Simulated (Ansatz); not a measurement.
Rows from a G0W0 calculation on GaAs (F-43m) (Ansatz 0.2.0; G0W0 on PBE, plane waves, PAW; PAW set soft_1; 6×6×6 mesh, 102 empty bands, screening to 300 eV, PAW set soft_1 files), in eV. Spin-orbit coupling is left out.

| row | k | band | start | Σx | Σc at the solution | Vxc |
| --- | --- | --- | --- | --- | --- | --- |
| A | Γ | c1 | 8.449 | -12.039 | -3.637 | -16.046 |
| B | Γ | v1 | 7.933 | -16.866 | 1.138 | -15.322 |
| C | Γ | c2 | 11.668 | -7.837 | -4.230 | -12.190 |

Q: Give the quasiparticle energies and the shift of each level.

The quasiparticle equation reads E = start + Σx + Σc(E) − Vxc.

| row | E (eV) | shift (eV) |
| --- | --- | --- |
| A | 8.819 | +0.370 |
| B | 7.527 | −0.406 |
| C | 11.791 | +0.123 |

Limits: not at the basis limit; mesh may overstate the screening; no spin-orbit coupling; coarse k mesh.

[Runs of the session that timed out or met a known fault of the program may be left out.]

[Cells called generated may have been cut or substituted from an entry of the Crystallography Open Database or the Materials Project.]

[Hosts, paths, dates, database ids (printed as entryN), source tags and the programs' standing remarks are cut or masked in the printed files.]
